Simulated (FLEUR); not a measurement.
# Te under changes of volume

One of the cells (33.925 Å³/atom); the others are scaled copies at fixed shape and fractional positions:

```
CELL_PARAMETERS angstrom
4.45400 0.00000 0.00000
-2.22700 3.85728 0.00000
0.00000 0.00000 5.92400
ATOMIC_POSITIONS crystal
Te 0.73100 0.73100 0.00000
Te 0.00000 0.26900 0.66667
Te 0.26900 0.00000 0.33333
```

```yaml
Program: FLEUR MaX-R8.1 (later development tree)
Functional: PBEsol
Potentials_or_basis: all-electron
Basis: FLAPW
Kmax: 4.1 1/bohr
k_mesh: 7 × 7 × 5
Occupations: fermi-dirac, width 0.05 eV
Spin: no spin polarisation
```

| volume (Å³/atom) | energy over the lowest point (meV/atom) | gap on the mesh (eV) |
| --- | --- | --- |
| 31.890 | 10.22 | 0.57 |
| 32.568 | 2.59 | 0.58 |
| 33.247 | 0.00 | 0.59 |
| 33.925 | ? | ? |
| 34.604 | 7.86 | 0.60 |
| 35.282 | 17.35 | 0.60 |
| 35.961 | 30.01 | 0.60 |

Task: What does the run at 33.925 Å³/atom give?

Result: Energy over the lowest point 1.95 meV/atom; gap on the mesh 0.59 eV.

Worked out: A Birch-Murnaghan fit of order 3 (a polynomial in V^(-2/3)) to the other rows has its minimum at 33.28 Å³/atom with B0 = V·E''(V) = 52 GPa and B' = 4.8 at fixed shape and positions, which overstates the stiffness. It gives 1.93 meV/atom at 33.925 Å³/atom, against the run's 1.95. A straight line through the other rows of the gap, of slope 0.251 eV per unit of ln V, gives 0.59 eV, against the run's 0.59.

Energies are extrapolated to zero smearing.

Caveats: spin-orbit coupling is left out, which moves the levels of the heavy elements; an odd mesh through Γ misses points on the zone boundary, where band edges often lie.
